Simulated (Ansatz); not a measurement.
**Strain response of VH2**

Theory: DFT PBEsol, scalar-relativistic, plane waves, PAW (Ansatz). (420 eV cutoff, 12×12×8 k-mesh, Gaussian smearing of 0.10 eV, no spin polarisation)

Starting point, cell and atoms relaxed:

```
V H
1.0
     2.08209    2.08209    0.00000
    -2.08209    2.08209    0.00000
     0.00000    0.00000    4.16418
V H
2 4
Cartesian
  0.0000 0.0000 0.0000
  0.0000 2.0821 2.0821
  -1.0410 1.0410 3.1231
  1.0410 1.0410 3.1231
  1.0410 1.0410 1.0410
  -1.0410 1.0410 1.0410
```

Deformation: biaxial strain in the a-b plane, with the length and tilt of c and the atoms relaxed, all within the symmetry that the strain leaves. Energies are extrapolated to zero smearing.

| strain (%) | ΔE (meV/atom) | a (Å) | b (Å) | c (Å) |
| --- | --- | --- | --- | --- |
| -3.0 | 11.9 | 2.856 | 2.856 | 4.274 |
| -2.0 | 5.2 | 2.886 | 2.886 | 4.235 |
| -1.0 | 1.3 | 2.915 | 2.915 | 4.199 |
| +0.0 | 0.0 | 2.945 | 2.945 | 4.164 |
| +1.0 | 1.3 | 2.974 | 2.974 | 4.130 |
| +2.0 | 4.9 | 3.003 | 3.003 | 4.096 |
| +3.0 | 10.7 | 3.033 | 3.033 | 4.061 |

Problem. What stiffness (1/V) d²E/dε² at zero strain does a cubic fit over all points give?

Solution. A cubic fit gives (1/V) d²E/dε² = 668 GPa at zero strain (twice the biaxial modulus).

Problem. How does the free axis c answer a small strain?

Solution. Between the innermost points its strain is -0.83 times the applied one.